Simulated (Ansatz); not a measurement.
# BaTiO3 (R3m) in Ansatz: notebook

Runs on BaTiO3. Level: PBE. Tasks: dielectric tensor, phonons.

Program: Ansatz 0.2.0. These are calculated values, not measurements. Logs are shortened: lines on timing, memory, paths and dates and some standing lists are left out, and cuts for length are marked.

### Step 1. Starting point

The structure is trigonal, space group R3m (No. 160). Conventional cell: a = 5.655 Å, b = 5.655 Å, c = 6.955 Å, α = 90.00°, β = 90.00°, γ = 120.00°. Around Ba (site symmetry 3m) lie 12 O at 2.79 to 2.89 Å. Around Ti (site symmetry 3m) lie 6 O at 1.87 to 2.14 Å. Around O (site symmetry m) lie 2 Ti at 1.87 to 2.14 Å.

### Step 2. Dielectric tensor, PBE

input.yaml reads:

```yaml
crystal:
  lattice:
    - [2.8273666084, 1.6323808724, 2.3183934932]
    - [-2.8273666084, 1.6323808724, 2.3183934932]
    - [0.0, -3.2647617449, 2.3183934932]
  atoms:
    - { symbol: Ba, position: [0.0, 0.0, 0.0] }
    - { symbol: Ti, position: [0.4845, 0.4845, 0.4845] }
    - { symbol: O, position: [0.5086, 0.0175, 0.5086] }
    - { symbol: O, position: [0.0175, 0.5086, 0.5086] }
    - { symbol: O, position: [0.5086, 0.5086, 0.0175] }
kpoints:
  mp_grid: { grid: [7, 7, 7] }
scf:
  occupations: { method: fixed }
hamiltonian:
  xc: pbe
  pseudopotentials: { kind: all_electron, datasets: crystal }
output: {}
dielectric: {}
```

Potentials or basis: all-electron PAW datasets made for the crystal.

Run with:

```console
$ ansatz run input.yaml --threads 4 --pin off --max-ram 12288MiB --backend cpu --events-out ev --progress --plain --runs-dir out
```

The log of the run:

```text
Warning: RAYON_NUM_THREADS=4 ignored (pool sized by the plan → 4); use --threads N
hamiltonian.pseudopotentials.datasets: crystal makes datasets for this crystal and solves the spheres of its atoms anew in each pass: cutoff 670.0 eV, the density's 2680.0 eV; for an error of 0.50 meV an atom under PBE, 2.5 meV for the cell; an energy difference from a run of another recipe may be off by several times the error for the cell, under r2SCAN by more, where some 0.1 meV an atom stays at smaller errors; in a run that uses the all-electron wave functions in the spheres, carries its plane waves along with the cell (elastic.basis: deformed) or is on a recipe of such a run or, without exact exchange, of a hybrid, they include no finite-basis correction of the energy (for plane waves above the cutoff): energies differ from those of runs with it by up to 1.1 meV an atom at a dataset_error of 0.2 meV (4 under r2SCAN), and by more at a larger error or with an open f shell (one dataset_recipe, of a run without it, keeps both alike, but for a hybrid, which always has it); O in spheres of 0.873 Å, 6 of its electrons in bands; Ti in spheres of 0.995 Å, 12 of its electrons in bands; Ba in spheres of 1.376 Å, 10 of its electrons in bands
Engine: ansatz 0.2.0, x86_64-unknown-linux-gnu
Pseudopotentials: kind: all_electron
Pseudopotential: Ba, paw, valence charge 10, recommended cutoff 670 eV (normal), crystal/all_electron/pbe/scalar/gaussian/Ba, Koelling and Harmon's equation, gaussian nucleus
Pseudopotential: Ti, paw, valence charge 12, recommended cutoff 670 eV (normal), crystal/all_electron/pbe/scalar/gaussian/Ti, Koelling and Harmon's equation, gaussian nucleus
Pseudopotential: O, paw, valence charge 6, recommended cutoff 670 eV (normal), crystal/all_electron/pbe/scalar/gaussian/O, Koelling and Harmon's equation, gaussian nucleus
Functional definition: PBE
  parameter kappa = 0.804
  parameter beta = 0.06672455060314922
  exchange = pbe_x(kappa = kappa, mu = beta*pi^2/3)
  correlation = pbe_c(beta = beta)
davidson cushion auto → on  (no smearing: the cushion is to keep the highest requested band from converging to the state above it; pin scf.eigensolver.cushion to override)
Crystal: 5 atoms, lattice volume = 64.201 Å³
Basis set: ecut = 670 eV, 2517 PW (Γ), exchange–correlation on 72×72×72 points (8 copies of the dense FFT grid, shifted against one another)
Bands: 25, of which v1, the nominal top of the filled ones, is band 20 counted from 1 (19 counted from 0)
Symmetry: 6 space group operations
k-points: 100 of 343 (irreducible under 2 space group operations, time reversal used)
Non-local potential: Ba, projectors of the file, l = 0: 2, l = 1: 2, l = 2: 2, l = 3: 2
Non-local potential: Ti, projectors of the file, l = 0: 2, l = 1: 2, l = 2: 2
Non-local potential: O, projectors of the file, l = 0: 1, l = 1: 2
PAW form: soft (Blöchl's): semilocal exchange-correlation on the pseudo side does not see the compensation charge
PAW one-centre angular grid: Ba, 194 points (default); XC on its mesh's 1851 points in the sphere
PAW one-centre angular grid: Ti, 590 points (default); XC on its mesh's 1843 points in the sphere
PAW one-centre angular grid: O, 110 points (default); XC on its mesh's 1899 points in the sphere
Initial density: superposition of atomic densities (neutral atoms: chi_scale 0, normalization atom)
Initial wavefunctions: pseudopotential atomic-orbital guess
Functional: x = pbe(κ = 0.804, μ = 0.2195149727645171), c = pbe(β = 0.06672455060314922)
iter 1 solved again at ethr=6.69e-2 eV; its pass at ethr=1.00e-1 eV (dr2=2.68e1 eV) is discarded
SCF iter   1: F=—  HF=-250764.924454 eV  |F-HF|=—  |Δ(HF+E_count)|=         —  Δρ=2.03e-1  dr2=2.66e1  ethr=6.69e-2  ⟨swp⟩=3.0  Hψ=13575  notcnv=0
preconditioner: auto → Resta (q_TF=auto, 2.521 Å⁻¹)  ε∞=3.5  [insulator: Δε(μ)=6.414 eV  Ē_g=18.028 eV  n_scr=18 (ndim 8)  ℏωp=28.6 eV  f_vac=0.000  ε∞_Penn≈3.5]
SCF iter   2: F=—  HF=-250759.481850 eV  |F-HF|=—  |Δ(HF+E_count)|=    5.44e0  Δρ=1.05e-1  dr2=4.78e0  ethr=6.65e-2  ⟨swp⟩=3.0  Hψ=6655  notcnv=0
SCF iter   3: F=—  HF=-250758.910151 eV  |F-HF|=—  |Δ(HF+E_count)|=   5.72e-1  Δρ=3.03e-2  dr2=6.00e-1  ethr=1.20e-2  ⟨swp⟩=3.0  Hψ=6090  notcnv=0
SCF iter   4: F=—  HF=-250758.912121 eV  |F-HF|=—  |Δ(HF+E_count)|=   1.97e-3  Δρ=2.92e-2  dr2=5.72e-1  ethr=1.50e-3  ⟨swp⟩=3.1  Hψ=6527  notcnv=0
SCF iter   5: F=—  HF=-250758.850892 eV  |F-HF|=—  |Δ(HF+E_count)|=   6.12e-2  Δρ=1.31e-2  dr2=1.27e-1  ethr=1.43e-3  ⟨swp⟩=2.0  Hψ=6454  notcnv=0
iter 6 solved again at ethr=7.34e-6 eV; its pass at ethr=3.17e-4 eV (dr2=2.93e-3 eV) is discarded
SCF iter   6: F=—  HF=-250758.833486 eV  |F-HF|=—  |Δ(HF+E_count)|=   1.74e-2  Δρ=2.35e-3  dr2=3.24e-3  ethr=7.34e-6  ⟨swp⟩=4.2  Hψ=13719  notcnv=0
SCF iter   7: F=—  HF=-250758.833207 eV  |F-HF|=—  |Δ(HF+E_count)|=   2.80e-4  Δρ=4.78e-4  dr2=1.68e-4  ethr=7.34e-6  ⟨swp⟩=3.0  Hψ=5994  notcnv=0
SCF iter   8: F=—  HF=-250758.833219 eV  |F-HF|=—  |Δ(HF+E_count)|=   1.19e-5  Δρ=2.29e-4  dr2=4.49e-5  ethr=4.19e-7  ⟨swp⟩=3.3  Hψ=5864  notcnv=0
SCF iter   9: F=—  HF=-250758.833215 eV  |F-HF|=—  |Δ(HF+E_count)|=   3.21e-6  Δρ=5.69e-5  dr2=2.63e-6  ethr=1.12e-7  ⟨swp⟩=3.3  Hψ=7039  notcnv=0
SCF iter  10: F=—  HF=-250758.833215 eV  |F-HF|=—  |Δ(HF+E_count)|=   5.13e-8  Δρ=7.52e-6  dr2=1.85e-8  ethr=6.58e-9  ⟨swp⟩=3.9  Hψ=7834  notcnv=0
SCF iter  11: F=—  HF=-250758.833215 eV  |F-HF|=—  |Δ(HF+E_count)|=   5.94e-9  Δρ=1.37e-6  dr2=9.41e-10  ethr=4.62e-11  ⟨swp⟩=3.9  Hψ=8482  notcnv=0
SCF iter  12: F=—  HF=-250758.833215 eV  |F-HF|=—  |Δ(HF+E_count)|=  3.20e-10  Δρ=5.00e-7  dr2=1.34e-10  ethr=2.35e-12  ⟨swp⟩=3.1  Hψ=6508  notcnv=0
SCF iter  13: F=-250758.833215 eV  HF=-250758.833215 eV  |F-HF|=0.00e0  |Δ(HF+E_count)|=  1.16e-10  Δρ=1.68e-7  dr2=1.21e-11  ethr=1.00e-12  ⟨swp⟩=2.1  Hψ=5510  notcnv=0
SCF 1 converged in 13 iterations: F = -250758.833215 eV  dr2 = 1.21e-11
the response reads at least the filled bands of the reference SCF and the lowest empty band at each k-point, and that SCF's band table does not vouch for those bands. The notice of the band table in this run's record says why
NSCF: frozen V_eff on 10 k-points
DFPT response loops at Γ: preconditioner auto → none (the input reference at scf.mixing.eps_inf says where Resta's filter doesn't serve); β = 0.50; Broyden in place of MSR1
WARN: field response: ε∞, Z* and everything formed from them stand on the 7×7×7 k-mesh, whose period is 18.90 times the interband length at k = (0.0000, 0.1429, -0.1429), direct gap 3.009 eV, 14 or more, which is no proof that they serve; points inside a basis were not begun: none includes the bands' part inside the spheres of datasets made for the crystal
SCF converged after 13 iterations
Free energy (F): -250758.833215 eV
Harris-Foulkes:  -250758.833215 eV  (|F-HF|=0.00e0)
Internal energy: -250758.833215 eV  (E = F + TS)
E sigma→0 (E₀):  -250758.833215 eV
Past the cutoff: waves up to 1.5 times it would add -0.000065 eV an atom, which no energy here includes
By the cutoff:   a pressure is off by up to 0.009 GPa (6 times that energy over an atom's volume, and 0.004 GPa: a bound that held against runs at twice the plane waves)
Past the cutoffs: a stress includes -0.0002 GPa for waves and charges beyond them
In the spheres:  the bands' charges fall short by 2.7e-6 e at most (sound up to 1e-3)
Fermi energy:    12.123405 eV
--- Per-component energies (eV) ---
  E_band       = -61.781610
  E_kinetic    = 1027.931201
  E_local      = -1902.131924  (includes V_loc(G=0)·N_el)
  E_nonlocal   = -61.034315
  E_hartree    = 885.258777
  E_xc         = -473.648884
  E_vxc        = -606.859205  (∫ρ·V_xc dr)
  E_paw        = -250966.846013  (= ΣΔE_a)
  E_vpaw       = -3831.056540  (= ΣTr[D̂ρ^β])
  E_ewald      = -2809.213684
  E_smearing   = -0.000000  (= −TS)
  E_closure    = 3540.851625  (closes the sum)
  Σ components = -250758.833215   (vs F -250758.833215, Δ=0.00e0)
  The terms above E_closure are by the made datasets' own strengths, without shells solved beside the bands.
--- Band table (eV; the first three rows and the last of 100) ---
  k-point 0: bands = ["-44.0158", "-20.2887", "-20.2887", "-20.2847", "-12.4495", "-4.5905", "-3.9301", "-3.9301", "2.3615", "2.3615", "2.3638", "10.0085", "10.0086", "10.0086", "10.8656", "10.8656", "11.0990", "11.6915", "11.8223", "11.8223", "14.6129", "14.6129", "14.7595", "16.7336", "16.7336"]
  k-point 1: bands = ["-44.0156", "-20.2978", "-20.2883", "-20.2853", "-12.4273", "-4.6035", "-3.9240", "-3.9143", "2.3914", "2.3933", "2.4404", "9.6655", "9.9509", "9.9606", "10.6543", "10.6807", "10.9785", "11.3653", "11.7327", "11.7658", "14.6486", "14.9135", "14.9159", "16.7311", "17.2179"]
  k-point 2: bands = ["-44.0151", "-20.3203", "-20.2874", "-20.2846", "-12.3767", "-4.6947", "-3.9101", "-3.8039", "2.4607", "2.4644", "2.6128", "8.9468", "9.7614", "9.7767", "10.3364", "10.3869", "10.7172", "10.8753", "11.4857", "11.5455", "14.7142", "15.4539", "15.5470", "16.7222", "17.9535"]
  k-point 99: bands = ["-44.0129", "-20.3340", "-20.3338", "-20.3293", "-12.1963", "-3.8054", "-3.7331", "-3.7248", "1.7147", "1.7151", "1.8265", "7.9897", "8.6249", "8.6391", "9.6684", "9.8456", "9.8928", "12.0402", "12.0459", "12.1132", "16.4695", "16.6235", "16.6241", "18.9935", "19.0537"]
--- Dielectric response (ions clamped): 2 representative field directions + reference, on 100 of 343 k-points (Σ response iterations 22) ---
  k mesh reduced under 2 symmetry operations, with k and −k counted as one. Each operation leaves every solved perturbation unchanged. A smaller set is not considered because the run solves the response to a homogeneous field
  ε∞ (high-frequency dielectric tensor):
        5.972906     0.000000     0.000000
        0.000000     5.972906     0.000000
        0.000000     0.000000     5.479818
  Born effective charges Z* (e; rows j = field, columns β = displacement):
    site 0:
         2.81756    0.00000    0.00000
         0.00000    2.81756    0.00000
         0.00000    0.00000    2.77300
    site 1:
         6.48499    0.00000    0.00000
         0.00000    6.48499    0.00000
         0.00000    0.00000    5.47113
    site 2:
        -3.66499    0.97712    1.23897
         0.97712   -2.53671   -0.71532
         1.05173   -0.60722   -2.74804
    site 3:
        -3.66499   -0.97712   -1.23897
        -0.97712   -2.53671   -0.71532
        -1.05173   -0.60722   -2.74804
    site 4:
        -1.97257   -0.00000   -0.00000
        -0.00000   -4.22913    1.43064
        -0.00000    1.21444   -2.74804
  Z* charge neutrality: 3.951e-5 e pre-enforcement
  k-mesh period / interband length: 28.0 Å / 1.48 Å = 18.90 at k = (0.0000, 0.1429, -0.1429), direct gap 3.009 eV — 14 or more, which is no proof of convergence
```

Run time: 3.7 min. Hardware: 4 threads of Intel Xeon Platinum 8375C at 2.90GHz (Ice Lake), shared host; peak memory 2.5 GiB.

What came out:

```
Free energy                             : -250758.8332 eV
Band gap on the k mesh                  : 2.49 eV, indirect (least direct gap 2.79 eV)
Electronic dielectric tensor (diagonal) : 5.97, 5.97, 5.48
Born charges (mean of the diagonal)     : Ba +2.80; Ti +6.15; O -2.98 e
```

Electronic dielectric tensor:
```
5.97 0.00 0.00
0.00 5.97 0.00
0.00 0.00 5.48
```

Born effective charge tensors (e):
atom 1, Ba
```
2.82 0.00 0.00
0.00 2.82 0.00
0.00 0.00 2.77
```
atom 2, Ti
```
6.49 0.00 0.00
0.00 6.49 0.00
0.00 0.00 5.47
```
atom 3, O
```
-3.67  0.98  1.24
 0.98 -2.54 -0.72
 1.05 -0.61 -2.75
```
atom 4, O
```
-3.67 -0.98 -1.24
-0.98 -2.54 -0.72
-1.05 -0.61 -2.75
```
atom 5, O
```
-1.97  0.00  0.00
 0.00 -4.23  1.43
 0.00  1.21 -2.75
```

Caveat: spin-orbit coupling is left out, which moves the levels of the heavy elements; an odd mesh through Γ misses points on the zone boundary, where band edges often lie. As with any semilocal functional, this PBE gap is likely too small.

(Part 1 of 2 ends here.)
